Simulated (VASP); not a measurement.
# TiN (Fm-3m) in VASP: settings compared, part 2 of 3

VASP 6.6.1.

## (3) Optical spectrum, LDA

Contents of INCAR:

```
SYSTEM = TiN
ALGO = Normal ; CSHIFT = 0.1
EDIFF = 1E-7 ; ENCUT = 520
GGA = CA ; ISIF = 2
ISMEAR = 1 ; LASPH = .TRUE.
LCHARG = .FALSE. ; LOPTICS = .TRUE.
LREAL = .FALSE. ; LWAVE = .FALSE.
NEDOS = 2000 ; NELM = 100
PREC = Accurate ; SIGMA = 0.1
```

Contents of KPOINTS:

```
k-points
0
G
  18 18 18
  0 0 0
```

Contents of POSCAR:

```
TiN                                     
1.0
    0.0000000000      2.1242465341      2.1242465341
    2.1242465341      0.0000000000      2.1242465341
    2.1242465341      2.1242465341     -0.0000000000
  Ti              N             
     1     1
Direct
     0.0000000000000000    0.0000000000000000    0.0000000000000000
     0.5000000000000000    0.5000000000000000    0.5000000000000000
```

Potentials or basis: VASP PAW LDA potentials, release 64 (Ti_sv, N).

Launch:

```sh
$ cat potpaw_LDA.64/Ti_sv/POTCAR potpaw_LDA.64/N/POTCAR > POTCAR
$ mpirun -np 1 vasp_std > vasp.out
```

OUTCAR:

```text
SYSTEM = TiN
   EDIFF = 1E-7
   ENCUT = 520
   GGA = CA
   ISIF = 2
   ISMEAR = 1
   LASPH = .TRUE.
   LREAL = .FALSE.
   NELM = 100
   PREC = Accurate

 ion  position               nearest neighbor table
   1  0.000  0.000  0.000-   2 2.12   2 2.12   2 2.12   2 2.12   2 2.12   2 2.12
   2  0.500  0.500  0.500-   1 2.12   1 2.12   1 2.12   1 2.12   1 2.12   1 2.12

  LATTYP: Found a face centered cubic cell.
 ALAT       =     4.2484930682

  Lattice vectors:

 A1 = (   0.0000000000,   2.1242465341,   2.1242465341)
 A2 = (   2.1242465341,   0.0000000000,   2.1242465341)
 A3 = (   2.1242465341,   2.1242465341,   0.0000000000)

Analysis of symmetry for initial positions (statically):
=====================================================================
 Subroutine PRICEL returns:
 Original cell was already a primitive cell.

 Routine SETGRP: Setting up the symmetry group for a
 face centered cubic supercell.

 Subroutine GETGRP returns: Found 48 space group operations
 (whereof 48 operations were pure point group operations)
 out of a pool of 48 trial point group operations.

[... 553 lines left out ...]
      0.00000      0.00000      0.00000        -0.000000      0.000000     -0.000000
      2.12425      2.12425      2.12425         0.000000     -0.000000      0.000000
 -----------------------------------------------------------------------------------
    total drift:                                0.000000     -0.000000     -0.000000

  FREE ENERGIE OF THE ION-ELECTRON SYSTEM (eV)
  ---------------------------------------------------
  free  energy   TOTEN  =       -21.6267844177 eV

  energy  without entropy=      -21.6269770776  energy(sigma->0) =      -21.62684864

 electrical conductivity sigma (Mega S m-1) (frequency dependency in vasprun.xml)
  --------------------------------------------------------------------------------------
       0.117      -0.000      -0.000
      -0.000       0.117      -0.000
      -0.000      -0.000       0.117

  frequency dependent IMAGINARY DIELECTRIC FUNCTION (independent particle, no local field effects) density-density
     E(ev)      X         Y         Z        XY        YZ        ZX
  --------------------------------------------------------------------------------------------------------------
     0.00000     0.00000     0.00000     0.00000     0.00000     0.00000     0.00000
     0.75470     8.98446     8.98446     8.98446    -0.00000    -0.00000     0.00000
     1.50940     2.30933     2.30933     2.30933     0.00000    -0.00000     0.00000
     2.26410     2.18618     2.18618     2.18618    -0.00000    -0.00000    -0.00000
     3.01879     3.40704     3.40704     3.40704     0.00000     0.00000     0.00000
     3.77349     5.11326     5.11326     5.11326     0.00000    -0.00000     0.00000
[... 92 lines left out ...]
    73.96045     0.00024     0.00024     0.00024    -0.00000    -0.00000     0.00000
    74.71514     0.00023     0.00023     0.00023    -0.00000    -0.00000     0.00000

  frequency dependent      REAL DIELECTRIC FUNCTION (independent particle, no local field effects) density-density
     E(ev)        X           Y           Z          XY          YZ          ZX
  --------------------------------------------------------------------------------------------------------------
     0.00000    46.85604    46.85604    46.85604     0.00000    -0.00000     0.00000
     0.75470    -1.30012    -1.30012    -1.30012    -0.00000     0.00000    -0.00000
     1.50940     3.60610     3.60610     3.60610    -0.00000     0.00000    -0.00000
     2.26410     6.62311     6.62311     6.62311     0.00000     0.00000    -0.00000
     3.01879     8.36225     8.36225     8.36225     0.00000     0.00000    -0.00000
     3.77349     6.03862     6.03862     6.03862     0.00000     0.00000     0.00000
[... 92 lines left out ...]
    73.96045     0.92305     0.92305     0.92305     0.00000     0.00000    -0.00000
    74.71514     0.92485     0.92485     0.92485     0.00000     0.00000    -0.00000

  frequency dependent IMAGINARY DIELECTRIC FUNCTION (independent particle, no local field effects) current-current
     E(ev)      X         Y         Z        XY        YZ        ZX
  --------------------------------------------------------------------------------------------------------------
     0.00000   224.57000   224.57000   224.57000    -0.00000    -0.00000     0.00000
     0.75470     8.20925     8.20925     8.20925    -0.00000    -0.00000     0.00000
     1.50940     2.63867     2.63867     2.63867     0.00000     0.00000    -0.00000
     2.26410     2.67881     2.67881     2.67881     0.00000    -0.00000    -0.00000
     3.01879     3.89152     3.89152     3.89152    -0.00000    -0.00000    -0.00000
     3.77349     5.37175     5.37175     5.37175    -0.00000    -0.00000     0.00000
[... 92 lines left out ...]
    73.96045     0.00003     0.00003     0.00003    -0.00000    -0.00000     0.00000
    74.71514     0.00003     0.00003     0.00003    -0.00000    -0.00000     0.00000

  frequency dependent      REAL DIELECTRIC FUNCTION (independent particle, no local field effects) current-current
     E(ev)        X           Y           Z          XY          YZ          ZX
  --------------------------------------------------------------------------------------------------------------
     0.00000    36.05923    36.05923    36.05923    -0.00000    -0.00000     0.00000
     0.75470    -2.63603    -2.63603    -2.63603     0.00000     0.00000    -0.00000
     1.50940     3.47527     3.47527     3.47527     0.00000     0.00000    -0.00000
     2.26410     6.50684     6.50684     6.50684     0.00000     0.00000    -0.00000
     3.01879     8.17681     8.17681     8.17681     0.00000     0.00000    -0.00000
     3.77349     5.79616     5.79616     5.79616     0.00000     0.00000    -0.00000
[... 92 lines left out ...]
    73.96045     0.92313     0.92313     0.92313     0.00000     0.00000    -0.00000
    74.71514     0.92492     0.92492     0.92492     0.00000     0.00000    -0.00000
```

stdout:

```text
POSCAR found type information on POSCAR TiN
 POSCAR found :  2 types and       2 ions
 scaLAPACK will be used
 LDA part: xc-table for (Slater(with rela. corr.)+CA(PZ))
 , standard interpolation
 POSCAR, INCAR and KPOINTS ok, starting setup
 FFT: planning ... GRIDC
 FFT: planning ... GRID_SOFT
 FFT: planning ... GRID
 WAVECAR not read
 entering main loop
 optical routines
 imaginary and real dielectric function
 recalculating local potential from charge density
 direction            1
 direction            2
 direction            3
```

Wall time 36 s (1 thread of Intel Xeon Platinum 8259CL at 2.50GHz (Skylake/Cascade Lake), shared host); peak memory 0.23 GiB.

Results:

| Item | Value |
| --- | --- |
| Free energy | -21.6268 eV |
| Pressure | -14.7 GPa |
| Band gap on the k mesh | none (metal or under the smearing width) |

Levels at points of the mesh, in eV from the Fermi level:
```
           k point  band 6  band 7  band 8  band 9  band 10  band 11  band 12
(0.00, 0.00, 0.00)   -1.98   -1.98   -1.98   -0.63    -0.63    -0.63     0.56
(0.50, 0.00, 0.00)   -8.01   -5.43   -5.43    1.68     1.68     2.36     5.72
(0.50, 0.50, 0.00)   -5.74   -3.16   -3.16   -3.07     1.62     2.38     2.38
```

Dielectric function (mean over the directions given):
| energy (eV) | real part | imaginary part |
| --- | --- | --- |
| 0.30 | 22.79 | 43.32 |
| 0.98 | 2.42 | 8.04 |
| 1.66 | 4.83 | 1.89 |
| 2.34 | 6.83 | 2.33 |
| 3.02 | 8.36 | 3.41 |
| 3.70 | 5.88 | 5.53 |
| 4.38 | 6.36 | 6.29 |
| 5.06 | 4.61 | 9.30 |
| 5.74 | 2.30 | 8.84 |
| 6.41 | -0.04 | 9.47 |
| 7.09 | -1.73 | 5.67 |
| 7.77 | -3.23 | 6.76 |
| 8.45 | -2.86 | 5.64 |
| 9.13 | -4.30 | 3.12 |
| 9.81 | -2.94 | 1.12 |
| 10.49 | -2.05 | 0.55 |
| 11.17 | -1.41 | 0.18 |
| 11.85 | -0.88 | 0.12 |
| 12.53 | -0.52 | 0.06 |
| 13.21 | -0.23 | 0.04 |
| 13.89 | 0.00 | 0.03 |
| 14.57 | 0.23 | 0.04 |
| 15.24 | 0.40 | 0.19 |
| 15.92 | 0.48 | 0.26 |
| 16.60 | 0.55 | 0.64 |
| 17.28 | 0.08 | 0.23 |
| 17.96 | 0.28 | 0.05 |
| 18.64 | 0.43 | 0.02 |
| 19.32 | 0.52 | 0.02 |
| 20.00 | 0.59 | 0.01 |

Caveat: independent-particle spectra lack excitons; the intraband (Drude) part of a metal's response may be missing.

## (4) Optical spectrum, PBEsol

INCAR: that of step 3 with these lines changed.

```diff
@@ -3,3 +3,3 @@
 EDIFF = 1E-7 ; ENCUT = 520
-GGA = CA ; ISIF = 2
+GGA = PS ; ISIF = 2
 ISMEAR = 1 ; LASPH = .TRUE.
```

KPOINTS is that of step 3.

POSCAR is that of step 3.

Potentials or basis: VASP PAW PBE potentials, release 64 (Ti_sv, N).

Launch:

```sh
$ cat potpaw_PBE.64/Ti_sv/POTCAR potpaw_PBE.64/N/POTCAR > POTCAR
$ mpirun -np 1 vasp_std > vasp.out
```

OUTCAR:

```text
SYSTEM = TiN
   EDIFF = 1E-7
   ENCUT = 520
   GGA = PS
   ISIF = 2
   ISMEAR = 1
   LASPH = .TRUE.
   LREAL = .FALSE.
   NELM = 100
   PREC = Accurate

 ion  position               nearest neighbor table
   1  0.000  0.000  0.000-   2 2.12   2 2.12   2 2.12   2 2.12   2 2.12   2 2.12
   2  0.500  0.500  0.500-   1 2.12   1 2.12   1 2.12   1 2.12   1 2.12   1 2.12

  LATTYP: Found a face centered cubic cell.
 ALAT       =     4.2484930682

  Lattice vectors:

 A1 = (   0.0000000000,   2.1242465341,   2.1242465341)
 A2 = (   2.1242465341,   0.0000000000,   2.1242465341)
 A3 = (   2.1242465341,   2.1242465341,   0.0000000000)

Analysis of symmetry for initial positions (statically):
=====================================================================
 Subroutine PRICEL returns:
 Original cell was already a primitive cell.

 Routine SETGRP: Setting up the symmetry group for a
 face centered cubic supercell.

 Subroutine GETGRP returns: Found 48 space group operations
 (whereof 48 operations were pure point group operations)
 out of a pool of 48 trial point group operations.

The static configuration has the point symmetry O_h .

Analysis of symmetry for dynamics (positions and initial velocities):
=====================================================================
 Subroutine PRICEL returns:
 Original cell was already a primitive cell.

 Routine SETGRP: Setting up the symmetry group for a
 face centered cubic supercell.

 Subroutine GETGRP returns: Found 48 space group operations
 (whereof 48 operations were pure point group operations)
 out of a pool of 48 trial point group operations.

The dynamic configuration has the point symmetry O_h .

 Subroutine INISYM returns: Found 48 space group operations
 (whereof 48 operations are pure point group operations),
 and found     1 'primitive' translations

----------------------------------------------------------------------------------------

                                     Primitive cell

  volume of cell :      19.1710

  direct lattice vectors                    reciprocal lattice vectors
     0.000000000  2.124246534  2.124246534    -0.235377576  0.235377576  0.235377576
     2.124246534  0.000000000  2.124246534     0.235377576 -0.235377576  0.235377576
     2.124246534  2.124246534  0.000000000     0.235377576  0.235377576 -0.235377576

  length of vectors
[... 143 lines left out ...]
      4     -22.4537      2.00000
      5      -5.7667      2.00000
      6       9.2318      2.00000
      7       9.2318      2.00000
      8       9.2318      2.00000
      9      10.6196      2.00000
     10      10.6196      2.00000
     11      10.6196      2.00000
     12      11.8115     -0.00000
[... 331 lines left out ...]
 k-point    24 :      -0.2222    0.0556    0.0000
  band No.  band energies     occupation
      1     -46.3232      2.00000
      2     -22.7677      2.00000
      3     -22.5021      2.00000
      4     -22.4722      2.00000
      5      -4.7213      2.00000
      6       5.7867      2.00000
      7       6.8641      2.00000
      8       7.1701      2.00000
      9      11.4735     -0.00456
     10      11.6829     -0.00000
     11      12.1670     -0.00000
     12      14.1754      0.00000

 [... further k-points ...]

------------------------ aborting loop because EDIFF is reached ----------------------------------------

  FORCE on cell =-STRESS in cart. coord.  units (eV):
  Direction    XX          YY          ZZ          XY          YZ          ZX
  --------------------------------------------------------------------------------------
  -------------------------------------------------------------------------------------
  Total       -1.0086729     -1.0086729     -1.0086729     -0.0000000      0.0000000     -0.0000000
  in kB      -84.2977873    -84.2977873    -84.2977873     -0.0000000      0.0000000     -0.0000000
  external PRESSURE =     -84.2977873 kB  Pullay stress =       0.0000000 kB

 VOLUME and BASIS-vectors are now :
 -----------------------------------------------------------------------------
  energy-cutoff  :      520.00
  volume of cell :       19.17
      direct lattice vectors                 reciprocal lattice vectors
     0.000000000  2.124246534  2.124246534    -0.235377576  0.235377576  0.235377576
     2.124246534  0.000000000  2.124246534     0.235377576 -0.235377576  0.235377576
     2.124246534  2.124246534  0.000000000     0.235377576  0.235377576 -0.235377576

 POSITION                                       TOTAL-FORCE (eV/Angst)
 -----------------------------------------------------------------------------------
      0.00000      0.00000      0.00000         0.000000      0.000000      0.000000
      2.12425      2.12425      2.12425         0.000000      0.000000     -0.000000
 -----------------------------------------------------------------------------------
    total drift:                                0.000000     -0.000000     -0.000000

  FREE ENERGIE OF THE ION-ELECTRON SYSTEM (eV)
  ---------------------------------------------------
  free  energy   TOTEN  =       -20.7654111650 eV

  energy  without entropy=      -20.7655484946  energy(sigma->0) =      -20.76545694

 electrical conductivity sigma (Mega S m-1) (frequency dependency in vasprun.xml)
  --------------------------------------------------------------------------------------
       0.118       0.000       0.000
       0.000       0.118       0.000
       0.000       0.000       0.118

  frequency dependent IMAGINARY DIELECTRIC FUNCTION (independent particle, no local field effects) density-density
     E(ev)      X         Y         Z        XY        YZ        ZX
  --------------------------------------------------------------------------------------------------------------
     0.00000     0.00000     0.00000     0.00000     0.00000     0.00000     0.00000
     0.76062     8.21578     8.21578     8.21578    -0.00000    -0.00000    -0.00000
     1.52125     2.19694     2.19694     2.19694    -0.00000    -0.00000     0.00000
     2.28187     2.15184     2.15184     2.15184     0.00000    -0.00000     0.00000
     3.04250     3.33671     3.33671     3.33671     0.00000    -0.00000     0.00000
     3.80312     4.98867     4.98867     4.98867     0.00000     0.00000    -0.00000
[... 92 lines left out ...]
    74.54119     0.00024     0.00024     0.00024     0.00000    -0.00000     0.00000
    75.30181     0.00023     0.00023     0.00023     0.00000    -0.00000     0.00000

  frequency dependent      REAL DIELECTRIC FUNCTION (independent particle, no local field effects) density-density
     E(ev)        X           Y           Z          XY          YZ          ZX
  --------------------------------------------------------------------------------------------------------------
     0.00000    50.53883    50.53883    50.53883    -0.00000    -0.00000     0.00000
     0.76062    -1.25988    -1.25988    -1.25988     0.00000     0.00000     0.00000
     1.52125     3.62223     3.62223     3.62223     0.00000     0.00000    -0.00000
     2.28187     6.55304     6.55304     6.55304     0.00000     0.00000    -0.00000
     3.04250     8.24808     8.24808     8.24808    -0.00000    -0.00000    -0.00000
     3.80312     5.97090     5.97090     5.97090    -0.00000     0.00000    -0.00000
[... 92 lines left out ...]
    74.54119     0.92392     0.92392     0.92392    -0.00000    -0.00000    -0.00000
    75.30181     0.92570     0.92570     0.92570    -0.00000     0.00000    -0.00000

  frequency dependent IMAGINARY DIELECTRIC FUNCTION (independent particle, no local field effects) current-current
     E(ev)      X         Y         Z        XY        YZ        ZX
  --------------------------------------------------------------------------------------------------------------
     0.00000   240.30546   240.30546   240.30546    -0.00000    -0.00000     0.00000
     0.76062     7.50447     7.50447     7.50447    -0.00000    -0.00000    -0.00000
     1.52125     2.52556     2.52556     2.52556     0.00000     0.00000    -0.00000
     2.28187     2.63435     2.63435     2.63435     0.00000     0.00000     0.00000
     3.04250     3.80969     3.80969     3.80969     0.00000     0.00000    -0.00000
     3.80312     5.24246     5.24246     5.24246     0.00000     0.00000     0.00000
[... 92 lines left out ...]
    74.54119     0.00003     0.00003     0.00003    -0.00000     0.00000    -0.00000
    75.30181     0.00003     0.00003     0.00003    -0.00000     0.00000    -0.00000

  frequency dependent      REAL DIELECTRIC FUNCTION (independent particle, no local field effects) current-current
     E(ev)        X           Y           Z          XY          YZ          ZX
  --------------------------------------------------------------------------------------------------------------
     0.00000    37.42747    37.42747    37.42747    -0.00000    -0.00000     0.00000
     0.76062    -2.37277    -2.37277    -2.37277     0.00000     0.00000     0.00000
     1.52125     3.51975     3.51975     3.51975     0.00000     0.00000    -0.00000
     2.28187     6.44677     6.44677     6.44677     0.00000     0.00000    -0.00000
     3.04250     8.07283     8.07283     8.07283     0.00000     0.00000    -0.00000
     3.80312     5.73836     5.73836     5.73836     0.00000     0.00000     0.00000
[... 92 lines left out ...]
    74.54119     0.92401     0.92401     0.92401    -0.00000    -0.00000     0.00000
    75.30181     0.92578     0.92578     0.92578    -0.00000    -0.00000     0.00000
```

OSZICAR:

```text
N       E                     dE             d eps       ncg     rms          rms(c)
DAV:   1     0.141885302654E+03    0.14189E+03   -0.89251E+03  4680   0.168E+03
DAV:   2    -0.126268462850E+02   -0.15451E+03   -0.14828E+03  4880   0.421E+02
DAV:   3    -0.251330289002E+02   -0.12506E+02   -0.12124E+02  5812   0.116E+02
DAV:   4    -0.257331274066E+02   -0.60010E+00   -0.59585E+00  6440   0.244E+01
DAV:   5    -0.257497921408E+02   -0.16665E-01   -0.16663E-01  6072   0.357E+00    0.182E+01
DAV:   6    -0.210935124137E+02    0.46563E+01   -0.30300E+01  5716   0.709E+01    0.653E+00
DAV:   7    -0.208061300357E+02    0.28738E+00   -0.31873E+00  5568   0.227E+01    0.474E+00
DAV:   8    -0.209038401396E+02   -0.97710E-01   -0.13591E+00  5068   0.166E+01    0.462E+00
DAV:   9    -0.207697131926E+02    0.13413E+00   -0.37352E-01  4992   0.939E+00    0.102E+00
DAV:  10    -0.207701957127E+02   -0.48252E-03   -0.11219E-01  5100   0.485E+00    0.937E-01
DAV:  11    -0.207655193901E+02    0.46763E-02   -0.18452E-02  4984   0.200E+00    0.148E-01
DAV:  12    -0.207654077717E+02    0.11162E-03   -0.12590E-03  7264   0.493E-01    0.477E-02
DAV:  13    -0.207654111643E+02   -0.33927E-05   -0.78061E-05  5428   0.101E-01    0.161E-02
DAV:  14    -0.207654110057E+02    0.15867E-06   -0.98083E-06  5232   0.281E-02    0.410E-03
DAV:  15    -0.207654112547E+02   -0.24900E-06   -0.95066E-07  5184   0.135E-02    0.221E-03
DAV:  16    -0.207654111650E+02    0.89662E-07   -0.17175E-07  3124   0.587E-03
   1 F= -.20765411E+02 E0= -.20765457E+02  d E =0.137330E-03
 imaginary and real dielectric function
```

It took 45 s on 1 thread of Intel Xeon Platinum 8259CL at 2.50GHz (Skylake/Cascade Lake), shared host; peak memory 0.25 GiB.

What came out:

- Free energy: -20.7654 eV
- Pressure: -8.4 GPa
- Band gap on the k mesh: none (metal or under the smearing width)

Dielectric function (mean over the directions given):
| energy (eV) | real part | imaginary part |
| --- | --- | --- |
| 0.30 | 19.60 | 46.25 |
| 1.29 | 1.59 | 3.94 |
| 2.36 | 6.77 | 2.31 |
| 3.35 | 8.38 | 5.89 |
| 4.41 | 6.23 | 6.17 |
| 5.40 | 3.87 | 8.53 |
| 6.47 | -0.10 | 9.36 |
| 7.53 | -0.09 | 6.27 |
| 8.52 | -2.90 | 5.45 |
| 9.58 | -3.76 | 1.56 |
| 10.57 | -2.01 | 0.55 |
| 11.64 | -1.07 | 0.14 |
| 12.63 | -0.50 | 0.06 |
| 13.69 | -0.09 | 0.03 |
| 14.76 | 0.25 | 0.04 |
| 15.74 | 0.44 | 0.22 |
| 16.81 | 0.61 | 0.57 |
| 17.80 | 0.20 | 0.13 |
| 18.86 | 0.45 | 0.02 |
| 19.93 | 0.57 | 0.01 |

Caveat: independent-particle spectra lack excitons; the intraband (Drude) part of a metal's response may be missing; the PAW data sets were made with another functional, which shifts forces and pressure a little.

(Continued in part 3 of 3.)
